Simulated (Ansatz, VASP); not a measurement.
**One calculation of Pb, two programs**

```
Pb
1.0
     0.00000    2.50089    2.50089
     2.50089    0.00000    2.50089
     2.50089    2.50089    0.00000
Pb
1
Direct
  0.00000 0.00000 0.00000
```

Alike in both runs: task single point; functional LDA; k mesh 18 × 18 × 18; occupations fermi-dirac, width 0.1 eV; no spin polarisation.

|  | VASP | Ansatz |
| --- | --- | --- |
| version | VASP 6.6.1 | Ansatz 0.2.0 |
| potentials or method | VASP PAW LDA potentials, release 64 (Pb_d) | plane waves (420 eV) with PAW, scalar-relativistic |
| plane-wave cutoff (eV) | 520 | 420 |
| valence electrons in the cell | 14 | 14 |

VASP gave:

- pressure (GPa): -3.1

**Question.** What did Ansatz give for the same quantities?

**Answer.** Pressure (GPa): -3.2.

Ansatz warned: «pseudo_functional_mismatch».

The runs have no spin-orbit coupling, so splittings on Pb are missing.
